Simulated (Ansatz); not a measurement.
# Coordination and ¹⁰B quadrupole coupling in B

Cell: a COD entry, ions relaxed with PBE at fixed cell.

Space group R-3m:H (No. 166); a = 4.9179, c = 12.5805 Å, γ = 120.00°.

| site | Wyckoff | site symmetry | x | y | z |
| --- | --- | --- | --- | --- | --- |
| B1 | 18h | .m | 0.7852 | 0.2148 | 0.2248 |
| B7 | 18h | .m | 0.8631 | 0.1369 | 0.3575 |

One atom of each set is listed; the run and its k-mesh use a cell of 12 atoms with edges of 5.06, 5.06, 5.06 Å.

The numbers come from a DFT calculation in Ansatz (r2SCAN, plane waves and PAW, scalar-relativistic, 500 eV cutoff, Γ-centred 8×8×8 k-points, Fermi–Dirac smearing 0.05 eV).

Q(¹⁰B) = 84.59 mb.

Task: Order the B environments from the weakest to the strongest quadrupole coupling.
A. B1: 6 B at 1.68–1.80 Å
B. B7: 7 B at 1.78–2.02 Å

Result: B (1.75 MHz, η = 0.43), A (3.01 MHz, η = 0.21).

Like point charges on the first shell alone (each adding as 1/d³) would give the same order.
